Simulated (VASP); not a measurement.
# As (R-3m) in VASP: notebook

Aim: see how the results for As move with the level of theory and the settings. Levels: PBE, PBEsol. Tasks: relaxation of cell and atoms.

Everything below comes from runs of VASP 6.6.1. Logs are shortened: lines on timing, memory, paths and dates and some standing lists are left out, and cuts for length are marked.

## 1. Starting point

The structure is trigonal, space group R-3m (No. 166). The conventional cell has a = 3.762 Å, b = 3.762 Å, c = 10.542 Å, α = 90.00°, β = 90.00°, γ = 120.00°. As (site symmetry 3m) has 3 As at 2.51 Å as nearest neighbours.

## 2. Relaxation of cell and atoms, PBE

INCAR

```
  PREC = Accurate
  ENCUT = 600
  EDIFF = 1E-6
  ISMEAR = 1
  SIGMA = 0.1
  LREAL = False
  LASPH = True
  NELM = 80
  ALGO = Normal
  ISIF = 3
  LWAVE = False
  LCHARG = False
  GGA = PE
  IBRION = 2
  NSW = 90
  EDIFFG = -0.01
```

KPOINTS

```
Automatic mesh
0
Gamma
  12 12 12
```

POSCAR

```
As
1.0
    1.8807968987      1.0858785957      3.5140619945
   -1.8807968987      1.0858785957      3.5140619945
    0.0000000000     -2.1717571915      3.5140619945
As
2
Direct
    0.7740000000      0.7740000000      0.7740000000
    0.2260000000      0.2260000000      0.2260000000
```

Potentials or basis: VASP PAW PBE potentials, release 64 (As).

Command:

```
$ cat potpaw_PBE.64/As/POTCAR > POTCAR
$ mpirun -np 1 vasp_std > vasp.out
```

OUTCAR:

```text
PREC = Accurate
   ENCUT = 600
   EDIFF = 1E-6
   ISMEAR = 1
   LREAL = False
   LASPH = True
   NELM = 80
   ISIF = 3
   GGA = PE
   IBRION = 2
   NSW = 90
   EDIFFG = -0.01

 ion  position               nearest neighbor table
   1  0.774  0.774  0.774-   2 2.51   2 2.51   2 2.51
   2  0.226  0.226  0.226-   1 2.51   1 2.51   1 2.51

  LATTYP: Found a trigonal (rhomboedric) cell.
 ALAT       =     4.1310000000
 COS(alpha) =     0.5854247172

  Lattice vectors:

 A1 = (   1.8807968987,   1.0858785957,   3.5140619945)
 A2 = (  -1.8807968987,   1.0858785957,   3.5140619945)
 A3 = (   0.0000000000,  -2.1717571915,   3.5140619945)

Analysis of symmetry for initial positions (statically):
=====================================================================
 Subroutine PRICEL returns:
 Original cell was already a primitive cell.

 Routine SETGRP: Setting up the symmetry group for a
 trigonal (rhombohedral) supercell.

 Subroutine GETGRP returns: Found 12 space group operations
 (whereof 12 operations were pure point group operations)
 out of a pool of 12 trial point group operations.

The static configuration has the point symmetry D_3d.

Analysis of symmetry for dynamics (positions and initial velocities):
=====================================================================
 Subroutine PRICEL returns:
 Original cell was already a primitive cell.

 Routine SETGRP: Setting up the symmetry group for a
 trigonal (rhombohedral) supercell.

 Subroutine GETGRP returns: Found 12 space group operations
 (whereof 12 operations were pure point group operations)
 out of a pool of 12 trial point group operations.

The dynamic configuration has the point symmetry D_3d.

 Subroutine INISYM returns: Found 12 space group operations
 (whereof 12 operations are pure point group operations),
 and found     1 'primitive' translations

----------------------------------------------------------------------------------------

                                     Primitive cell

  volume of cell :      43.0610

  direct lattice vectors                    reciprocal lattice vectors
     1.880796899  1.085878596  3.514061995     0.265844760  0.153485544  0.094856987
    -1.880796899  1.085878596  3.514061995    -0.265844760  0.153485544  0.094856987
     0.000000000 -2.171757191  3.514061995     0.000000000 -0.306971087  0.094856987

  length of vectors
     4.131000000  4.131000000  4.131000000     0.321292852  0.321292852  0.321292852

  position of ions in fractional coordinates (direct lattice)
     0.774000000  0.774000000  0.774000000
     0.226000000  0.226000000  0.226000000

  ion indices of the primitive-cell ions
   primitive index   ion index
                 1           1
                 2           2

----------------------------------------------------------------------------------------

 KPOINTS: Automatic mesh

Automatic generation of k-mesh.
 Grid dimensions read from file:
 generate k-points for:   12   12   12

 Generating k-lattice:

  Cartesian coordinates                     Fractional coordinates (reciprocal lattice)
     0.022153730  0.012790462  0.007904749     0.083333333  0.000000000  0.000000000
    -0.022153730  0.012790462  0.007904749     0.000000000  0.083333333  0.000000000
     0.000000000 -0.025580924  0.007904749     0.000000000  0.000000000  0.083333333

  Length of vectors
     0.026774404  0.026774404  0.026774404

  Shift w.r.t. Gamma in fractional coordinates (k-lattice)
     0.000000000  0.000000000  0.000000000

 Subroutine IBZKPT returns following result:
 ===========================================

 Found    189 irreducible k-points:

 Following reciprocal coordinates:
            Coordinates               Weight
  0.000000  0.000000  0.000000      1.000000
  0.083333  0.000000  0.000000      6.000000
  0.166667 -0.000000 -0.000000      6.000000
  0.250000  0.000000  0.000000      6.000000
  0.333333 -0.000000 -0.000000      6.000000
  0.416667 -0.000000 -0.000000      6.000000
[... 16 lines left out ...]
  0.500000  0.166667  0.000000     12.000000
 -0.416667  0.166667  0.000000     12.000000
 [... further k-points ...]
   k-points           NKPTS =    189   k-points in BZ     NKDIM =    189   number of bands    NBANDS=      9
   number of dos      NEDOS =    301   number of ions     NIONS =      2
   total plane-waves  NPLWV =  46656
   dimension x,y,z NGX =    36 NGY =   36 NGZ =   36
   dimension x,y,z NGXF=    72 NGYF=   72 NGZF=   72
   ions per type =               2
   NGX,Y,Z   is equivalent  to a cutoff of  14.49, 14.49, 14.49 a.u.
   NGXF,Y,Z  is equivalent  to a cutoff of  28.98, 28.98, 28.98 a.u.
 SYSTEM =  unknown system
   PREC   = accura    normal or accurate (medium, high low for compatibility)
   ISTART =      0    job   : 0-new  1-cont  2-samecut
   ICHARG =      2    charge: 1-file 2-atom 10-const
   ISPIN  =      1    spin polarized calculation?
   LNONCOLLINEAR =      F non collinear calculations
[... 50 lines left out ...]
  ext. energy  EPLUGINS =         0.00000000
  ---------------------------------------------------
  free energy    TOTEN  =        -9.31340470 eV

  energy without entropy =       -9.31334422  energy(sigma->0) =       -9.31338454

 E-fermi :   5.4769     XC(G=0):  -9.9634

 val. band max:        5.4648297458   @ k =   0.4167   0.3333   0.3333
 cond. band min:       5.4852269402   @ k =   0.3333   0.1667   0.1667
 fundamental gap:      0.0203971944
 Fermi energy:         5.4769351653

 k-point     1 :       0.0000    0.0000    0.0000
  band No.  band energies     occupation
      1      -9.6070      2.00000
      2      -0.3199      2.00000
      3       2.9894      2.00000
      4       3.4190      2.00000
      5       3.4190      2.00000
      6       7.0459     -0.00000
      7       8.3616      0.00000
      8       8.3616      0.00000
      9      12.3456      0.00000
[... 265 lines left out ...]
 k-point    24 :      -0.4167    0.1667    0.0000
  band No.  band energies     occupation
      1      -6.6469      2.00000
      2      -5.5425      2.00000
      3       0.8160      2.00000
      4       2.4166      2.00000
      5       3.5883      2.00000
      6       6.6272     -0.00000
      7       6.9591     -0.00000
      8       8.9754      0.00000
      9      13.2978      0.00000

 [... further k-points ...]

------------------------ aborting loop because EDIFF is reached ----------------------------------------

  FORCE on cell =-STRESS in cart. coord.  units (eV):
  Direction    XX          YY          ZZ          XY          YZ          ZX
  --------------------------------------------------------------------------------------
  -------------------------------------------------------------------------------------
  Total        1.1752516      1.1752516      0.9458775      0.0000000     -0.0000000      0.0000000
  in kB       43.7277959     43.7277959     35.1934326      0.0000000     -0.0000000      0.0000000
  external PRESSURE =      40.8830081 kB  Pullay stress =       0.0000000 kB
[... 89 lines left out ...]
  FREE ENERGIE OF THE ION-ELECTRON SYSTEM (eV)
  ---------------------------------------------------
  free  energy   TOTEN  =        -9.3431640144 eV

  energy  without entropy=       -9.3431579859  energy(sigma->0) =       -9.34316200

[... ionic steps 4 to 7 ...]

--------------------------------------- Ionic step        8  -------------------------------------------

 number of electron      10.0000000 magnetization

------------------------ aborting loop because EDIFF is reached ----------------------------------------

  FORCE on cell =-STRESS in cart. coord.  units (eV):
  Direction    XX          YY          ZZ          XY          YZ          ZX
  --------------------------------------------------------------------------------------
  -------------------------------------------------------------------------------------
  Total       -0.0241005     -0.0241005      0.0175340      0.0000000     -0.0000000      0.0000000
  in kB       -0.8541810     -0.8541810      0.6214467      0.0000000     -0.0000000      0.0000000
  external PRESSURE =      -0.3623051 kB  Pullay stress =       0.0000000 kB
[... 57 lines left out ...]
  energy  without entropy=       -9.3433919105  energy(sigma->0) =       -9.34339229

--------------------------------------- Ionic step       10  -------------------------------------------

 number of electron      10.0000000 magnetization

 Free energy of the ion-electron system (eV)
  ---------------------------------------------------
  ext. energy  EPLUGINS =         0.00000000
  ---------------------------------------------------
  free energy    TOTEN  =        -9.34342888 eV

  energy without entropy =       -9.34341614  energy(sigma->0) =       -9.34342463

 E-fermi :   4.9217     XC(G=0):  -9.7543

 val. band max:        4.9147786495   @ k =   0.4167   0.3333   0.3333
 cond. band min:       4.9769608884   @ k =   0.4167  -0.0000  -0.0000
 fundamental gap:      0.0621822388
 Fermi energy:         4.9217211317

 k-point     1 :       0.0000    0.0000    0.0000
  band No.  band energies     occupation
      1      -9.6821      2.00000
      2      -1.1369      2.00000
      3       2.5247      2.00000
      4       3.0523      2.00000
      5       3.0523      2.00000
      6       6.6026     -0.00000
      7       7.7653      0.00000
      8       7.7653      0.00000
      9      11.8324      0.00000
[... 265 lines left out ...]
 k-point    24 :      -0.4167    0.1667    0.0000
  band No.  band energies     occupation
      1      -6.8781      2.00000
      2      -5.8427      2.00000
      3       0.5817      2.00000
      4       2.0140      2.00000
      5       3.1189      2.00000
      6       6.0170     -0.00000
      7       6.3591     -0.00000
      8       8.2867      0.00000
      9      12.7000      0.00000

 [... further k-points ...]

------------------------ aborting loop because EDIFF is reached ----------------------------------------

  FORCE on cell =-STRESS in cart. coord.  units (eV):
  Direction    XX          YY          ZZ          XY          YZ          ZX
  --------------------------------------------------------------------------------------
  -------------------------------------------------------------------------------------
  Total       -0.0045881     -0.0045881     -0.0007432      0.0000000      0.0000000      0.0000000
  in kB       -0.1625398     -0.1625398     -0.0263305      0.0000000      0.0000000      0.0000000
  external PRESSURE =      -0.1171367 kB  Pullay stress =       0.0000000 kB
[... 17 lines left out ...]
  FREE ENERGIE OF THE ION-ELECTRON SYSTEM (eV)
  ---------------------------------------------------
  free  energy   TOTEN  =        -9.3434288765 eV

  energy  without entropy=       -9.3434161409  energy(sigma->0) =       -9.34342463

 reached required accuracy - stopping structural energy minimisation
```

Wall time 2.4 min (1 thread of Intel Xeon 6975P-C (Granite Rapids), shared host); peak memory 0.26 GiB.

What came out:

| Property | Result |
| --- | --- |
| Free energy | -9.3434 eV |
| Relaxed volume | 22.61 Å³/atom |
| Relaxed cell | a = 4.208 Å, b = 4.208 Å, c = 4.208 Å, α = 53.93°, β = 53.93°, γ = 53.93° |
| Space group after relaxing (to 0.05 Å) | R-3m (No. 166) |
| Energy gained by relaxing | 15.0 meV/atom |
| Ionic steps | 10 |
| Pressure after relaxing | 0.0 GPa |
| Largest force after relaxing | 0.008 eV/Å |
| Band gap on the k mesh | none (metal or under the smearing width) |

Forces on the atoms (eV/Å):
```
As   0.000  0.000  0.008
As   0.000  0.000 -0.008
```

The path:
```
step  energy change (eV)  largest force (eV/Å)  pressure (GPa)  volume (Å³)
   1              0.0000                0.4952            4.09        43.06
   2             -0.0113                0.3862           -2.68        46.58
   3             -0.0298                0.0226            0.04        44.97
   4             -0.0298                0.0129            0.11        44.93
   5             -0.0298                0.0068            0.09        44.97
   6             -0.0299                0.0114            0.05        45.10
   7             -0.0299                0.0189            0.03        45.15
   8             -0.0300                0.0029           -0.04        45.21
   9             -0.0300                0.0104           -0.09        45.25
  10             -0.0300                0.0085           -0.01        45.23
```

Final structure:
```cif
data_structure
_symmetry_space_group_name_H-M 'P 1'
_symmetry_Int_Tables_number 1
_cell_length_a 4.2084
_cell_length_b 4.2084
_cell_length_c 4.2084
_cell_angle_alpha 53.927
_cell_angle_beta 53.927
_cell_angle_gamma 53.927
_cell_volume 45.23
loop_
_atom_site_label
_atom_site_type_symbol
_atom_site_fract_x
_atom_site_fract_y
_atom_site_fract_z
_atom_site_occupancy
As1 As 0.77318 0.77318 0.77318 1
As2 As 0.22682 0.22682 0.22682 1
```

Levels at points of the mesh, in eV from the Fermi level:
```
           k point  band 2  band 3  band 4  band 5  band 6  band 7  band 8  band 9
(0.00, 0.00, 0.00)   -6.06   -2.40   -1.87   -1.87    1.68    2.84    2.84    6.91
(0.50, 0.00, 0.00)  -10.84   -2.68   -2.65   -0.41   -0.28    0.40    1.40    8.88
(0.50, 0.50, 0.00)   -9.58   -5.70   -3.98   -3.86    1.65    5.16    6.61    6.84
(0.50, 0.50, 0.50)   -9.79   -1.61   -1.61   -0.64    0.84    0.84    1.70    7.96
```

PBE usually gives volumes a little too large and moduli too small. Zero-point motion and thermal expansion aren't in these numbers.

## 3. Relaxation of cell and atoms, PBE

This run uses another cell than the first one, of 22.61 Å³/atom, 1.050 times its volume.

INCAR, as its differences from that of step 2:

```diff
@@ -2,3 +2,3 @@
   ENCUT = 600
-  EDIFF = 1E-6
+  EDIFF = 1E-7
   ISMEAR = 1
@@ -15,2 +15,2 @@
   NSW = 90
-  EDIFFG = -0.01
+  EDIFFG = -0.005
```

KPOINTS is that of step 2.

POSCAR

```
As                                      
1.0
    1.9081844323      1.1016907956      3.5855084418
   -1.9081844323      1.1016907956      3.5855084418
    0.0000000000     -2.2033815913      3.5855084418
  As            
     2
Direct
     0.7731766029391122    0.7731766029391122    0.7731766029391107
     0.2268233970608877    0.2268233970608877    0.2268233970608891
```

Potentials or basis: VASP PAW PBE potentials, release 64 (As).

Command:

```
$ cat potpaw_PBE.64/As/POTCAR > POTCAR
$ mpirun -np 1 vasp_std > vasp.out
```

Wall time 62 s (1 thread of Intel Xeon 6975P-C (Granite Rapids), shared host); peak memory 0.26 GiB.

Results (log left out):

* Free energy: -9.3435 eV
* Relaxed volume: 22.62 Å³/atom
* Relaxed cell: a = 4.209 Å, b = 4.209 Å, c = 4.209 Å, α = 53.91°, β = 53.91°, γ = 53.91°
* Space group after relaxing (to 0.05 Å): R-3m (No. 166)
* Energy gained by relaxing: 0.0 meV/atom
* Ionic steps: 4
* Pressure after relaxing: 0.0 GPa
* Band gap on the k mesh: none (metal or under the smearing width)

Final structure:
```cif
data_structure
_symmetry_space_group_name_H-M 'P 1'
_symmetry_Int_Tables_number 1
_cell_length_a 4.2091
_cell_length_b 4.2091
_cell_length_c 4.2091
_cell_angle_alpha 53.915
_cell_angle_beta 53.915
_cell_angle_gamma 53.915
_cell_volume 45.23
loop_
_atom_site_label
_atom_site_type_symbol
_atom_site_fract_x
_atom_site_fract_y
_atom_site_fract_z
_atom_site_occupancy
As1 As 0.77324 0.77324 0.77324 1
As2 As 0.22676 0.22676 0.22676 1
```

Levels at points of the mesh, in eV from the Fermi level:
```tsv
k point	band 3	band 4	band 5	band 6	band 7	band 8
(0.00, 0.00, 0.00)	-2.40	-1.87	-1.87	1.67	2.84	2.84
(0.50, 0.00, 0.00)	-2.68	-2.65	-0.41	-0.28	0.40	1.41
(0.50, 0.50, 0.00)	-5.70	-3.98	-3.86	1.65	5.16	6.62
(0.50, 0.50, 0.50)	-1.61	-1.61	-0.64	0.84	0.84	1.70
```

## 4. Relaxation of cell and atoms, PBEsol

INCAR

```
ALGO = Normal
EDIFF = 1E-6
EDIFFG = -0.01
ENCUT = 600
GGA = PS
IBRION = 2
ISIF = 3
ISMEAR = 1
LASPH = T
LCHARG = F
LREAL = F
LWAVE = F
NELM = 80
NSW = 90
PREC = Accurate
SIGMA = 0.1
```

KPOINTS

```
k-points
0
Gamma
  12 12 12
```

POSCAR

```
As
1.0
    1.8807968987      1.0858785957      3.5140619945
   -1.8807968987      1.0858785957      3.5140619945
    0.0000000000     -2.1717571915      3.5140619945
As
2
Direct
    0.7740000000      0.7740000000      0.7740000000
    0.2260000000      0.2260000000      0.2260000000
```

Command:

```
$ cat potpaw_PBE.64/As/POTCAR > POTCAR
$ mpirun -np 1 vasp_std > vasp.out
```

Wall time 2.8 min (1 thread of Intel Xeon 6975P-C (Granite Rapids), shared host); peak memory 0.26 GiB.

It converged, with:

- Free energy: -10.2182 eV
- Relaxed volume: 20.89 Å³/atom
- Relaxed cell: a = 4.009 Å, b = 4.009 Å, c = 4.009 Å, α = 56.42°, β = 56.42°, γ = 56.42°
- Space group after relaxing (to 0.05 Å): R-3m (No. 166)
- Energy gained by relaxing: 11.6 meV/atom
- Ionic steps: 12
- Pressure after relaxing: 0.0 GPa
- Band gap on the k mesh: none (metal or under the smearing width)

The path:
```csv
step,energy change (eV),largest force (eV/Å),pressure (GPa),volume (Å³)
1,0.0000,0.4441,0.74,43.06
2,-0.0086,0.0013,-1.55,43.69
3,-0.0091,0.0803,-1.12,43.57
4,-0.0155,0.0268,-0.56,42.86
5,-0.0188,0.0388,0.30,41.95
6,-0.0223,0.0381,0.11,41.80
7,-0.0230,0.0349,0.00,41.70
8,-0.0230,0.0353,0.01,41.71
9,-0.0231,0.0026,0.09,41.72
10,-0.0231,0.0015,0.09,41.72
11,-0.0231,0.0019,-0.08,41.82
12,-0.0231,0.0003,0.00,41.77
```

Final structure:
```
As
1.0
     1.89473    1.09392    3.35887
    -1.89473    1.09392    3.35887
     0.00000   -2.18784    3.35887
As
2
Direct
  0.76946 0.76946 0.76946
  0.23054 0.23054 0.23054
```

Levels at points of the mesh, in eV from the Fermi level:
| k point | band 3 | band 4 | band 5 | band 6 | band 7 | band 8 |
| --- | --- | --- | --- | --- | --- | --- |
| (0.00, 0.00, 0.00) | -2.34 | -2.06 | -2.06 | 2.14 | 3.15 | 3.15 |
| (0.50, 0.00, 0.00) | -2.54 | -2.34 | -0.33 | -0.27 | 0.26 | 0.88 |
| (0.50, 0.50, 0.00) | -6.35 | -4.35 | -4.29 | 1.56 | 5.73 | 6.70 |
| (0.50, 0.50, 0.50) | -1.70 | -1.70 | -0.69 | 0.35 | 0.35 | 1.55 |

Caveat: the PAW data sets were made with another functional, which shifts forces and pressure a little.

## 5. Relaxation of cell and atoms, PBEsol

This run uses another cell than the first one, of 20.89 Å³/atom, 0.970 times its volume.

INCAR, as its differences from that of step 4:

```diff
@@ -1,4 +1,4 @@
 ALGO = Normal
-EDIFF = 1E-6
-EDIFFG = -0.01
+EDIFF = 1E-7
+EDIFFG = -0.005
 ENCUT = 600
```

KPOINTS is that of step 4.

POSCAR

```
As                                      
1.0
    1.8947280645      1.0939217580      3.3588685347
   -1.8947280645      1.0939217580      3.3588685347
    0.0000000000     -2.1878435161      3.3588685347
  As            
     2
Direct
     0.7694606640929021    0.7694606640929021    0.7694606640929021
     0.2305393359070977    0.2305393359070977    0.2305393359070977
```

Command:

```
$ cat potpaw_PBE.64/As/POTCAR > POTCAR
$ mpirun -np 1 vasp_std > vasp.out
```

It took 19 s on 1 thread of Intel Xeon 6975P-C (Granite Rapids), shared host; peak memory 0.23 GiB.

Results (log left out):

```
Free energy             : -10.2182 eV
Pressure after relaxing : 0.0 GPa
Band gap on the k mesh  : none (metal or under the smearing width)
```

Final structure:
```
As
1.0
     1.89473    1.09392    3.35887
    -1.89473    1.09392    3.35887
     0.00000   -2.18784    3.35887
As
2
Cartesian
  0.0000 0.0000 7.7536
  0.0000 0.0000 2.3231
```

Levels at points of the mesh, in eV from the Fermi level:
| k point | band 3 | band 4 | band 5 | band 6 | band 7 | band 8 |
| --- | --- | --- | --- | --- | --- | --- |
| (0.00, 0.00, 0.00) | -2.34 | -2.06 | -2.06 | 2.14 | 3.15 | 3.15 |
| (0.50, 0.00, 0.00) | -2.54 | -2.34 | -0.33 | -0.27 | 0.26 | 0.88 |
| (0.50, 0.50, 0.00) | -6.35 | -4.35 | -4.29 | 1.56 | 5.73 | 6.70 |
| (0.50, 0.50, 0.50) | -1.70 | -1.70 | -0.69 | 0.35 | 0.35 | 1.55 |

Caveat: the relaxation stopped at its first step, so nothing moved; the PAW data sets were made with another functional, which shifts forces and pressure a little.
